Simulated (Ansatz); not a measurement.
CaSe: a sweep of one setting

```
Ca Se
1.0
     0.00000    2.95600    2.95600
     2.95600    0.00000    2.95600
     2.95600    2.95600    0.00000
Ca Se
1 1
Direct
  0.00000 0.00000 0.00000
  0.50000 0.50000 0.50000
```

Atoms are numbered in the order listed.

The conventional cell has a = 5.912 Å, b = 5.912 Å, c = 5.912 Å, α = 90.00°, β = 90.00°, γ = 90.00°. Ca (atom 1) has 6 Se at 2.96 Å as nearest neighbours. Se (atom 2) is surrounded by 6 Ca at 2.96 Å.

The cell is COD entry 1010880, as deposited and not checked against the literature; nothing was relaxed. It is an old determination, and later ones may differ.

Computed with Ansatz 0.2.0, DFT, PBE, all-electron LAPW, scalar-relativistic.

Settings: a Γ-centred 7×7×7 k mesh, Fermi–Dirac smearing of 0.02 eV, basis error target 0.25 meV/atom, no spin polarisation. One setting is then changed at a time.

| k mesh | free energy less the base's (meV/atom) | P (GPa) | gap on the mesh (eV) | cutoff chosen (eV) |
| --- | --- | --- | --- | --- |
| 7×7×7 (base) | 0.0 | 1.17 | ? | 203 |
| 2×2×2 | 352 | ? | 1.838 | 203 |
| 4×4×4 | 8.0 | 1.29 | 2.019 | 203 |
| 5×5×5 | 1.7 | 1.20 | 2.146 | 203 |
| 10×10×10 | -0.1 | 1.16 | 2.029 | 203 |

Task: What belongs in the row "2×2×2", column "P (GPa)"?

Result: 4.42.

Task: Fill in "gap on the mesh (eV)" for the row "7×7×7 (base)".

Result: 2.090.
